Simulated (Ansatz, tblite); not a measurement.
# ZrSe2 with GFN2-xTB from a Python script

These are simulated results from tblite 0.8.0, not measurements. The cell was built from a prototype and was relaxed with r2SCAN+rVV10 in plane waves (Ansatz 0.2.0). Not every such cell is a known phase. All runs are without spin polarisation.

Space group P-3m1 (No. 164), trigonal; conventional cell a = 3.788 Å, c = 6.180 Å, 25.60 Å³ an atom. Zr is surrounded by 6 Se at 2.69 Å; Se is surrounded by 3 Zr at 2.69 Å.

tblite solves periodic systems at the zone centre alone, so the script builds a cluster of 3×3×2 conventional cells (54 atoms), which folds in a coarse mesh of k points.

Input script:

```python
import json
from ase import Atoms
from ase.build import make_supercell
from ase.units import Bohr, GPa, Hartree
from tblite.interface import Calculator

atoms = Atoms(['Zr', 'Se', 'Se'],
              cell=[[3.788112, -0.0, 0.0], [-1.894056, 3.280602, -0.0], [0.0, -0.0, 6.180063]],
              scaled_positions=[[0.0, 0.0, 0.0], [0.333333, 0.666667, 0.25381], [0.666667, 0.333333, 0.74619]],
              pbc=True)
cluster = make_supercell(atoms, [[3, 0, 0], [0, 3, 0], [0, 0, 2]])
calc = Calculator('GFN2-xTB', cluster.numbers, cluster.positions / Bohr, lattice=cluster.cell[:] / Bohr, periodic=cluster.pbc)
calc.set('temperature', 0.02 / Hartree)
calc.set('max-iter', 150)
res = calc.singlepoint()
levels = res.get('orbital-energies') * Hartree
nv = round(res.get('orbital-occupations').sum() / 2)
cells = len(cluster) // len(atoms)
out = {'energy_per_cell': res.get('energy') * Hartree / cells, 'homo': levels[nv - 1], 'lumo': levels[nv],
       'stress': (-res.get('virial') * Hartree / cluster.get_volume() / GPa).tolist(), 'charges': res.get('charges')[:len(atoms)].tolist(), 'electrons': 2 * nv / cells}
json.dump(out, open('results.json', 'w'))
for key, value in out.items():
    print(key, value)
```

Command: `python run.py`. It took 6.9 s on 1 thread of Intel(R) Xeon(R) Platinum 8488C (Sapphire Rapids), on a shared host, peak memory 0.12 GiB.

Output:

```
------------------------------------------------------------
  cycle        total energy    energy error   density error
------------------------------------------------------------
      1     -143.8175103017  -1.4432549E+02   7.6854806E-01
      2     -146.0305003525  -2.2129901E+00   4.2309384E-01
      3     -146.0585286776  -2.8028325E-02   1.1759110E-01
      4     -146.1005651835  -4.2036506E-02   3.8342212E-02
      5     -146.1147518031  -1.4186620E-02   2.5252772E-02
      6     -146.1169146262  -2.1628231E-03   7.3121501E-03
      7     -146.1173731155  -4.5848925E-04   1.8274175E-03
      8     -146.1173872133  -1.4097796E-05   7.4464911E-04
      9     -146.1173963581  -9.1448505E-06   7.0384635E-04
     10     -146.1174006308  -4.2726630E-06   3.4621811E-04
     11     -146.1174012234  -5.9257701E-07   2.4814486E-04
     12     -146.1174015348  -3.1141184E-07   1.7062772E-04
     13     -146.1174015993  -6.4552438E-08   1.4960206E-04
     14     -146.1174017349  -1.3556422E-07   8.6354663E-05
     15     -146.1174017740  -3.9111114E-08   4.5476919E-05
     16     -146.1174017957  -2.1686958E-08   7.0935319E-06
------------------------------------------------------------

 total:                                   6.401 sec
energy_per_cell -220.8920569522127
homo -11.925457615765431
lumo -11.119723586975852
stress [[8.042690745884485, -0.00013498893523090384, 3.008832848577404e-05], [-0.00013498893523082955, 8.042520013731888, -6.750200282956235e-05], [3.008832848579904e-05, -6.750200282958508e-05, -6.273880841324492]]
charges [1.0776601586279089, -0.5389436805394999, -0.5389284665239372]
electrons 16.0
```

The cycle table is in hartree for the whole cluster, and the lines after it are in eV (the energy for one cell). The printed stress is in GPa and positive in compression, and the pressure is its mean diagonal.

GFN2-xTB gives a gap of 0.81 eV. On the same cell, plane-wave PBE (Ansatz, 12×12×4 k points and the special points) gives a gap of 0.31 eV and r2SCAN a gap of 0.61 eV; on shared hosts these took about 5.6 and 11 core-seconds on the 3-atom cell, against 6.9 for the script. Semilocal gaps usually lie below measured ones. xTB was fitted to molecules, so gaps, charges and pressures of solids can be far off, and the gap also depends on the size of the cluster.

The same script was run on cells scaled at fixed shape and fractional coordinates:

```tsv
volume (Å³/atom)	energy (meV/atom)	pressure (GPa, positive in compression)	gap (eV)
22.53	155.5	14.50	0.75
24.06	51.4	7.69	0.79
25.60	0.0	3.27	0.81
27.14	-15.9	0.17	0.81
28.67	-6.7	-2.04	0.80
```

A Birch-Murnaghan fit puts the minimum at 27.25 Å³/atom, 6.4 % above the given cell, with a bulk modulus of 44 GPa at fixed shape.

xTB was fitted mostly to molecules, and a small cluster samples few k points, so gaps, pressures and kinks along a curve can be far from a solid's.

The runs are scalar-relativistic, without spin-orbit coupling.
